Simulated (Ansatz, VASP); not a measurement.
BN in VASP and in Ansatz

```xyz
4
Lattice="2.5439 0.0000 0.0000 -1.2720 2.2031 0.0000 0.0000 0.0000 4.2078" Properties=species:S:1:pos:R:3 pbc="T T T"
B     1.2720    0.7344    0.0009
B     0.0000    1.4687    2.1048
N     1.2720    0.7344    1.5771
N     0.0000    1.4687    3.6810
```

Alike in both runs: task single point; functional r2SCAN; k mesh 12 × 12 × 6; no spin polarisation.

|  | VASP | Ansatz |
| --- | --- | --- |
| version | VASP 6.6.1 | Ansatz 0.2.0 |
| potentials or method | VASP PAW PBE potentials, release 64 (B, N) | plane waves, PAW |
| plane-wave cutoff (eV) | 520 | 500 |
| occupations | gaussian, width 0.01 eV | fixed |
| valence electrons in the cell | 16 | 16 |

|  | VASP | Ansatz | Ansatz less VASP |
| --- | --- | --- | --- |
| gap on the k mesh at the Fermi level (eV) | 5.72 | 5.75 | +0.034 |
| pressure (GPa) | 1.1 | 0.0 | -1.11 |

Caveats: the PAW data sets were made with another functional, which shifts forces and pressure a little (VASP). r2SCAN opens gaps a little over a GGA but as a rule still falls short of measured ones. A k mesh can miss the band edges.
